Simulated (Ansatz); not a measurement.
Input and command of a plane-wave DFT calculation in Ansatz:

```yaml
crystal:
  lattice:
    - [4.1973182999, 0.0, 0.0]
    - [0.0, 6.8307328223, 0.0]
    - [0.0, -2.4395474365, 0.9316273163]
  atoms:
    - { symbol: Ru, position: [0.25, 0.3333333333, 0.3333333333] }
    - { symbol: Ru, position: [0.75, 0.6666666667, 0.6666666667] }
basis:
  ecutwfc: 420
kpoints:
  mp_grid: { grid: [8, 5, 36] }
hamiltonian:
  xc: pbe
scf:
  occupations: { method: gaussian, width: 0.1 }
output:
  forces: true
  stress: true
  eigenvalues: true
  write_density: true
  write_potential: true
  elf: true
  volumetric_format: npy
relax:
  adjacent_minimum: "off"
  f_tol: 0.01
  max_steps: 50
  cell: { fix: [a, b, gamma], stress_tol: 0.1 }
```

```bash
ansatz run input.yaml --threads 4 --pin off --max-ram 8192MiB --backend cpu --events-out ev --progress --plain --runs-dir out
```

Processor: Intel(R) Xeon(R) 6975P-C (Granite Rapids), 4 threads, on a host shared with other jobs.

How long does it run, and how much memory does it take?

About 10 s on 4 threads of Intel(R) Xeon(R) 6975P-C (Granite Rapids), on a shared host, peak memory 0.6 GiB. It solves 20 bands at 455 k points (the mesh reduced by the symmetry that the task leaves, which can be less than the crystal's) with about 527 plane waves (on the last cell), in 30 SCF iterations over 5 ionic steps.
